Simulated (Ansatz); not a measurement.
**Cold compression of Y (simple hexagonal type)**

```
CELL_PARAMETERS angstrom
3.42162 0.00000 0.00000
-1.71081 2.96321 0.00000
0.00000 0.00000 3.32142
ATOMIC_POSITIONS crystal
Y 0.00000 0.00000 0.00000
```

The cell comes from a relaxation on PAW files under the same functional, begun from a prototype that needn't be the stable phase.

Its volume is scaled, and at each volume shape and atoms are relaxed on PAW files; all methods then take that cell.

Computed with Ansatz 0.2.0; functional PBE, scalar-relativistic. Settings: a Γ-centred 14×14×13 k mesh, Fermi–Dirac smearing of 0.05 eV, no spin polarisation. Methods: LAPW: all electrons, basis error target 1 meV/atom; PAW: frozen-core files, cutoff 420 eV; crystal datasets: all electrons, by PAW datasets that the program makes for each cell; norm-conserving: pseudopotentials, cutoff 980 eV; PAW (cutoff 1000 eV): frozen-core files, cutoff 1000 eV.

Energies are extrapolated to zero smearing and count from the unscaled cell; pressure is positive in compression; gaps take the mesh and a band path. No temperature or zero-point motion is included.

The structure type is held throughout; the real material can change phase at far lower pressure.

| V/V0 | V (Å³/atom) | P LAPW (GPa) | ΔE LAPW (eV/atom) | P PAW − LAPW (GPa) | ΔE PAW − LAPW (meV/atom) | space group | shortest distance (Å) |
| --- | --- | --- | --- | --- | --- | --- | --- |
| 1.00 | 33.68 | -0.01 | 0.000 | 0.00 | 0.0 | P6/mmm | 3.321 |
| 0.95 | 31.99 | 1.75 | 0.008 | 0.00 | 0.0 | P6/mmm | 3.251 |
| 0.85 | 28.62 | 6.58 | 0.091 | 0.00 | 0.0 | P6/mmm | 3.110 |
| 0.75 | 25.26 | 14.38 | 0.302 | 0.00 | -0.1 | P6/mmm | 2.966 |
| 0.65 | 21.89 | 27.0 | 0.724 | 0.00 | -0.1 | P6/mmm | 2.830 |
| 0.55 | 18.52 | 51.1 | 1.515 | 0.00 | -0.2 | P6/mmm | 2.681 |
| 0.45 | 15.15 | ? | 3.028 | -0.02 | -0.5 | P6/mmm | 2.472 |
| 0.40 | 13.47 | 141.7 | 4.267 | -0.04 | -0.9 | P6/mmm | 2.351 |

Question: Fill in "P LAPW (GPa)" for the row "0.45".

Answer: 98.4.

Question: Fit the Vinet equation to the LAPW pressures over the whole range, with residuals weighted by 1/(|P| + 0.03·Pmax).

Answer: V0 = 33.76 Å³/atom, B0 = 27.6 GPa and B0′ = 4.12, and the fit misses no point by more than 3.6 GPa. A fit over so wide a range pins B0 less well than one near rest.

Question: From the table, what is the rise of the enthalpy H = E + pV up to the last row, and how stiff is the crystal between the last two rows?

Answer: ΔH = 4.267 eV + (141.7 GPa × 13.47 Å³ + 0.01 GPa × 33.68 Å³) × 0.006242 eV/(GPa·Å³) = 16.18 eV/atom, of which pV makes 74 %. The mean bulk modulus there is −ΔP/Δln V = 368 GPa.

Question: At the smallest volume, how far do crystal datasets and norm-conserving and PAW (cutoff 1000 eV) lie from LAPW in pressure?

Answer: crystal datasets: 0.00 GPa; norm-conserving: +0.07 GPa; PAW (cutoff 1000 eV): -0.06 GPa, on a LAPW pressure of 141.7 GPa.

Question: How do the Löwdin populations by LAPW change from the unscaled cell to the last row?

Answer: Y 4s 1.95 → 1.76, Y 5s 0.84 → 0.39, Y 4p 5.96 → 5.70, Y 4d 2.18 → 3.14 electrons an atom. These are projections on the shells that the free atoms fill; 0.07 e a cell lies outside them at the start and 0.03 e at the end.
